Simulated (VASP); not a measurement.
Runs of VASP 6.6.1 on BN. It takes space group P6_3mc (No. 186, hexagonal). The conventional cell has a = 2.542 Å, b = 2.542 Å, c = 4.204 Å, α = 90.00°, β = 90.00°, γ = 120.00°. Around B (site symmetry 3m) lie 4 N at 1.56 to 1.57 Å. N (site symmetry 3m) has 4 B at 1.56 to 1.57 Å as nearest neighbours. Measurements of this composition are mostly on another form, of space group No. 194.

| level | potentials or basis | k mesh | cutoff (eV) | smearing | gap on the mesh (eV) | pressure (GPa) |
| --- | --- | --- | --- | --- | --- | --- |
| PBEsol | VASP PAW PBE potentials, release 64 (B, N) | 12 × 12 × 6 | 700 | gaussian 0.02 eV | (b) | 0.1 |
| PBEsol | VASP PAW PBE potentials, release 64 (B, N) | 15 × 15 × 8 | 520 | gaussian 0.02 eV | 4.95 | 0.3 |
| PBEsol | VASP PAW PBE potentials, release 64 (B_h, N_h) | 12 × 12 × 6 | 900 | gaussian 0.02 eV | 4.95 | -0.6 |
| PBEsol | VASP PAW PBE potentials, release 64 (B, N) | 12 × 12 × 6 | 520 | gaussian 0.5 eV | 4.95 | 0.3 |
| r2SCAN | VASP PAW PBE potentials, release 64 (B, N) | 12 × 12 × 6 | 520 | gaussian 0.02 eV | 5.71 | (a) |

Alike in all rows: task single point; no spin polarisation; cell as given.

Estimate the missing entries.

(a) 2.3; (b) 4.94.

Caveats: the PAW data sets were made with another functional, which shifts forces and pressure a little; an odd mesh through Γ misses points on the zone boundary, where band edges often lie (some runs); the cutoff is under 1.25 times the usual one of these potentials, so pressure, stress and relaxed cells hold a basis-set (Pulay) error (some runs).
